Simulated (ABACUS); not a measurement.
Ir: equation of state with revTPSS

Crystal: Ir.

```
Ir
1.0
     0.00000    1.91560    1.91560
     1.91560    0.00000    1.91560
     1.91560    1.91560    0.00000
Ir
1
Direct
  0.00000 0.00000 0.00000
```

```json
{
  "Program": "ABACUS 3.10.1",
  "Task": "equation of state",
  "Functional": "revTPSS",
  "Potentials or basis": "SG15 ONCV 1.2 PBE",
  "Cutoff": "1075 eV",
  "Density cutoff": "4299 eV",
  "Basis": "plane waves",
  "k mesh": "8 × 8 × 8",
  "Occupations": "fermi-dirac, width 0.05 eV",
  "Spin": "no spin polarisation",
  "Radial cutoff of the potentials (pseudo_rcut)": "10 bohr",
  "SCF threshold on the density": "1e-08",
  "Max SCF steps": "100",
  "Eigensolver": "dav",
  "Mixing": "broyden",
  "Mixing share": "0.7",
  "Symmetry key": "1"
}
```

```
Equilibrium volume                      : 14.07 Å³/atom
Bulk modulus                            : 393 GPa
Pressure derivative of the bulk modulus : 5.0 (rough: it moves with the points fitted)
```

Energy against volume, from the lowest point:
```
volume (Å³/atom)  energy (meV/atom)
          13.215              66.24
          13.778               1.75
          14.340               0.00
          14.902              47.63
```

All runs of the series together: 48 s on 4 threads of AMD EPYC 7R43 64-Core Processor (Zen 3), with other jobs on the host.

Caveat: the potentials were made for another functional, which shifts forces and pressure. Spin-orbit coupling is left out, which matters for the levels of Ir.
